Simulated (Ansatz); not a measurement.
# Compressing CdTe

Computed with DFT PBE, scalar-relativistic, plane waves, PAW in Ansatz. Settings: 420 eV cutoff, 10×10×10 k-mesh, Gaussian smearing of 0.02 eV, no spin polarisation.

The relaxed crystal:

```yaml
crystal:
  lattice:
    - [0.00000, 3.30963, 3.30963]
    - [3.30963, 0.00000, 3.30963]
    - [3.30963, 3.30963, 0.00000]
  atoms:
    - { symbol: Cd, position: [0.00000, 0.00000, 0.00000] }
    - { symbol: Te, position: [0.25000, 0.25000, 0.25000] }
```

Cell and atoms are relaxed at each pressure within the symmetry of the start, at zero temperature, so transitions that lower the symmetry aren't seen. The k-mesh given is that at zero pressure and may differ at others. a, b and c are the lengths of the cell vectors above. Gaps are Kohn–Sham gaps over the whole zone.

Spin-orbit coupling is left out, which matters for the bands and energies of heavy elements.

| P (GPa) | V (Å³/atom) | V/V0 | a (Å) | b (Å) | c (Å) |
| --- | --- | --- | --- | --- | --- |
| -2 | 38.79 | 1.070 | 4.787 | 4.787 | 4.787 |
| 0 | 36.25 | 1.000 | 4.681 | 4.681 | 4.681 |
| 2 | 34.48 | 0.951 | 4.603 | 4.603 | 4.603 |
| 5 | 32.48 | 0.896 | 4.512 | 4.512 | 4.512 |
| 10 | 30.16 | 0.832 | 4.402 | 4.402 | 4.402 |
| 20 | 27.19 | 0.750 | 4.253 | 4.253 | 4.253 |
| 40 | 23.83 | 0.657 | 4.070 | 4.070 | 4.070 |

Problem. What bulk modulus and pressure derivative fit these points?

Solution. A third-order Birch–Murnaghan fit gives B0 = 35 GPa and B0' = 4.7.

Problem. What does pressure do to the gap?

Solution. The gaps are 0.39 eV at -2 GPa, 0.58 eV at 0 GPa, 0.73 eV at 2 GPa, 0.92 eV at 5 GPa, 1.14 eV at 10 GPa, 1.46 eV at 20 GPa, 1.59 eV at 40 GPa.